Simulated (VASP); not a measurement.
Crystal: BaTiO3.

```
CELL_PARAMETERS angstrom
4.04495 0.00000 0.00000
0.00000 4.04495 0.00000
0.00000 0.00000 4.14541
ATOMIC_POSITIONS crystal
Ba 0.00000 0.00000 0.99860
Ti 0.50000 0.50000 0.48193
O 0.50000 0.50000 0.02910
O 0.50000 0.00000 0.51669
O 0.00000 0.50000 0.51669
```

The cell isn't the ideal one: a relaxed cell with its volume scaled by 1.06.

```yaml
Program: VASP 6.6.1
Task: relaxation of shape and atoms at fixed volume
Functional: PBEsol
Potentials_or_basis: VASP PAW PBE potentials, release 64 (Ba_sv, Ti_sv, O)
Cutoff: 600 eV
k_mesh: 8 × 8 × 8
Occupations: gaussian, width 0.03 eV
Spin: no spin polarisation
```

At the start: pressure -8.9 GPa; volume 13.57 Å³/atom.

Task: Where does the relaxation end?

Result: Over 12 steps the energy falls by 8.3 meV/atom; space group P4mm (No. 99, to 0.05 Å).

Step by step:
| step | energy change (eV) | largest force (eV/Å) | pressure (GPa) |
| --- | --- | --- | --- |
| 1 | 0.0000 | 0.5508 | -8.94 |
| 2 | -0.0170 | 0.1790 | -7.85 |
| 3 | -0.0184 | 0.0989 | -7.43 |
| 4 | -0.0287 | 0.1072 | -6.80 |
| 5 | -0.0367 | 0.2310 | -5.17 |
| 6 | -0.0361 | 0.3117 | -5.77 |
| 7 | -0.0389 | 0.1072 | -5.47 |
| 8 | -0.0407 | 0.0748 | -5.49 |
| 9 | -0.0413 | 0.0467 | -5.49 |
| 10 | -0.0416 | 0.0140 | -5.42 |
| 11 | -0.0416 | 0.0122 | -5.40 |
| 12 | -0.0416 | 0.0098 | -5.40 |

Final structure:
```xyz
5
Lattice="3.9836 0.0000 0.0000 0.0000 3.9836 0.0000 0.0000 0.0000 4.2742" Properties=species:S:1:pos:R:3 pbc="T T T"
Ba    0.0000    0.0000    4.2128
Ti    1.9918    1.9918    2.0034
O     1.9918    1.9918    0.2015
O     1.9918    0.0000    2.2257
O     0.0000    1.9918    2.2257
```

Caveat: the PAW data sets were made with another functional, which shifts forces and pressure a little.
